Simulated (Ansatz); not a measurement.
# C62N (NV centre in diamond, charge -1, 64-site cell): the cost of one run

Method: DFT PBE, scalar-relativistic, plane waves, PAW, in Ansatz 0.2.0.

### 1 The structure to begin with

It takes space group R3m (No. 160, trigonal). Conventional cell: a = 10.097 Å, b = 10.097 Å, c = 12.367 Å, α = 90.00°, β = 90.00°, γ = 120.00°. N (site symmetry 3m) has 3 C at 1.55 Å as nearest neighbours. Around C (site symmetry m) lie 3 C at 1.55 Å. C (site symmetry m) has 4 C at 1.55 Å as nearest neighbours. C (site symmetry 1) is surrounded by 4 C at 1.55 Å. C (site symmetry m) has 1 N at 1.55 Å and 3 C at 1.55 Å as nearest neighbours. Only part of the 19 independent sites is listed.

The input asks for a charge of -1 e on the cell.

Structure file:

```xyz
63
Lattice="7.1400 0.0000 0.0000 0.0000 7.1400 0.0000 0.0000 0.0000 7.1400" Properties=species:S:1:pos:R:3 pbc="T T T"
N     4.4625    4.4625    4.4625
C     4.4625    2.6775    2.6775
C     2.6775    4.4625    2.6775
C     2.6775    2.6775    4.4625
C     3.5700    1.7850    1.7850
C     3.5700    1.7850    5.3550
C     3.5700    5.3550    1.7850
C     3.5700    5.3550    5.3550
C     1.7850    3.5700    1.7850
C     1.7850    3.5700    5.3550
C     5.3550    3.5700    1.7850
C     5.3550    3.5700    5.3550
C     1.7850    1.7850    3.5700
C     1.7850    5.3550    3.5700
C     5.3550    1.7850    3.5700
C     5.3550    5.3550    3.5700
C     0.8925    4.4625    4.4625
C     4.4625    0.8925    4.4625
C     4.4625    4.4625    0.8925
C     0.8925    2.6775    2.6775
C     4.4625    2.6775    6.2475
C     4.4625    6.2475    2.6775
C     2.6775    0.8925    2.6775
C     2.6775    4.4625    6.2475
C     6.2475    4.4625    2.6775
C     2.6775    2.6775    0.8925
C     2.6775    6.2475    4.4625
C     6.2475    2.6775    4.4625
C     0.0000    3.5700    3.5700
C     3.5700    0.0000    3.5700
C     3.5700    3.5700    0.0000
C     0.8925    0.8925    4.4625
C     0.8925    4.4625    0.8925
C     4.4625    0.8925    0.8925
C     0.8925    2.6775    6.2475
C     0.8925    6.2475    2.6775
C     4.4625    6.2475    6.2475
C     2.6775    0.8925    6.2475
C     6.2475    0.8925    2.6775
C     6.2475    4.4625    6.2475
C     2.6775    6.2475    0.8925
C     6.2475    2.6775    0.8925
C     6.2475    6.2475    4.4625
C     0.0000    1.7850    1.7850
C     0.0000    1.7850    5.3550
C     0.0000    5.3550    1.7850
C     0.0000    5.3550    5.3550
C     1.7850    0.0000    1.7850
C     1.7850    0.0000    5.3550
C     5.3550    0.0000    1.7850
C     5.3550    0.0000    5.3550
C     1.7850    1.7850    0.0000
C     1.7850    5.3550    0.0000
C     5.3550    1.7850    0.0000
C     5.3550    5.3550    0.0000
C     0.8925    0.8925    0.8925
C     0.8925    6.2475    6.2475
C     6.2475    0.8925    6.2475
C     6.2475    6.2475    0.8925
C     0.0000    0.0000    3.5700
C     0.0000    3.5700    0.0000
C     3.5700    0.0000    0.0000
C     0.0000    0.0000    0.0000
```

### 2 Relaxing the atoms: C62N defect cell, total moment held at 2 μB, charge -1

The input, input.yaml:

```yaml
crystal:
  lattice:
    - [7.14, 0.0, 0.0]
    - [0.0, 7.14, 0.0]
    - [0.0, 0.0, 7.14]
  atoms:
    - { symbol: "N", position: [0.625, 0.625, 0.625] }
    - { symbol: C, position: [0.625, 0.375, 0.375], spin: 0.666667 }
    - { symbol: C, position: [0.375, 0.625, 0.375], spin: 0.666667 }
    - { symbol: C, position: [0.375, 0.375, 0.625], spin: 0.666666 }
    - { symbol: C, position: [0.5, 0.25, 0.25] }
    - { symbol: C, position: [0.5, 0.25, 0.75] }
    - { symbol: C, position: [0.5, 0.75, 0.25] }
    - { symbol: C, position: [0.5, 0.75, 0.75] }
    - { symbol: C, position: [0.25, 0.5, 0.25] }
    - { symbol: C, position: [0.25, 0.5, 0.75] }
    - { symbol: C, position: [0.75, 0.5, 0.25] }
    - { symbol: C, position: [0.75, 0.5, 0.75] }
    - { symbol: C, position: [0.25, 0.25, 0.5] }
    - { symbol: C, position: [0.25, 0.75, 0.5] }
    - { symbol: C, position: [0.75, 0.25, 0.5] }
    - { symbol: C, position: [0.75, 0.75, 0.5] }
    - { symbol: C, position: [0.125, 0.625, 0.625] }
    - { symbol: C, position: [0.625, 0.125, 0.625] }
    - { symbol: C, position: [0.625, 0.625, 0.125] }
    - { symbol: C, position: [0.125, 0.375, 0.375] }
    - { symbol: C, position: [0.625, 0.375, 0.875] }
    - { symbol: C, position: [0.625, 0.875, 0.375] }
    - { symbol: C, position: [0.375, 0.125, 0.375] }
    - { symbol: C, position: [0.375, 0.625, 0.875] }
    - { symbol: C, position: [0.875, 0.625, 0.375] }
    - { symbol: C, position: [0.375, 0.375, 0.125] }
    - { symbol: C, position: [0.375, 0.875, 0.625] }
    - { symbol: C, position: [0.875, 0.375, 0.625] }
    - { symbol: C, position: [0.0, 0.5, 0.5] }
    - { symbol: C, position: [0.5, 0.0, 0.5] }
    - { symbol: C, position: [0.5, 0.5, 0.0] }
    - { symbol: C, position: [0.125, 0.125, 0.625] }
    - { symbol: C, position: [0.125, 0.625, 0.125] }
    - { symbol: C, position: [0.625, 0.125, 0.125] }
    - { symbol: C, position: [0.125, 0.375, 0.875] }
    - { symbol: C, position: [0.125, 0.875, 0.375] }
    - { symbol: C, position: [0.625, 0.875, 0.875] }
    - { symbol: C, position: [0.375, 0.125, 0.875] }
    - { symbol: C, position: [0.875, 0.125, 0.375] }
    - { symbol: C, position: [0.875, 0.625, 0.875] }
    - { symbol: C, position: [0.375, 0.875, 0.125] }
    - { symbol: C, position: [0.875, 0.375, 0.125] }
    - { symbol: C, position: [0.875, 0.875, 0.625] }
    - { symbol: C, position: [0.0, 0.25, 0.25] }
    - { symbol: C, position: [0.0, 0.25, 0.75] }
    - { symbol: C, position: [0.0, 0.75, 0.25] }
    - { symbol: C, position: [0.0, 0.75, 0.75] }
    - { symbol: C, position: [0.25, 0.0, 0.25] }
    - { symbol: C, position: [0.25, 0.0, 0.75] }
    - { symbol: C, position: [0.75, 0.0, 0.25] }
    - { symbol: C, position: [0.75, 0.0, 0.75] }
    - { symbol: C, position: [0.25, 0.25, 0.0] }
    - { symbol: C, position: [0.25, 0.75, 0.0] }
    - { symbol: C, position: [0.75, 0.25, 0.0] }
    - { symbol: C, position: [0.75, 0.75, 0.0] }
    - { symbol: C, position: [0.125, 0.125, 0.125] }
    - { symbol: C, position: [0.125, 0.875, 0.875] }
    - { symbol: C, position: [0.875, 0.125, 0.875] }
    - { symbol: C, position: [0.875, 0.875, 0.125] }
    - { symbol: C, position: [0.0, 0.0, 0.5] }
    - { symbol: C, position: [0.0, 0.5, 0.0] }
    - { symbol: C, position: [0.5, 0.0, 0.0] }
    - { symbol: C, position: [0.0, 0.0, 0.0] }
magnetization:
  spin_polarized: true
  initial_magnetization: 2
  spin_locking: { lock_magnetization: hard }
total_charge: -1
scf:
  occupations: { method: fixed }
output:
  forces: true
  stress: false
  eigenvalues: true
  efg: { quadrupole_moments_barn: { "N": 0.02044 } }
kpoints:
  mp_grid: { grid: [2, 2, 2], shift: [0.5, 0.5, 0.5] }
hamiltonian:
  xc: pbe
relax:
  f_tol: 0.003
  max_steps: 60
```

Started as:

```sh
$ ansatz run input.yaml --threads 8 --pin off --max-ram 20480MiB --backend cpu --events-out ev --progress --plain --runs-dir out
```

What time and memory should one allow on 8 threads of Arm Neoverse V1, shared host?

About 58 s, with a peak of 2.1 GiB.
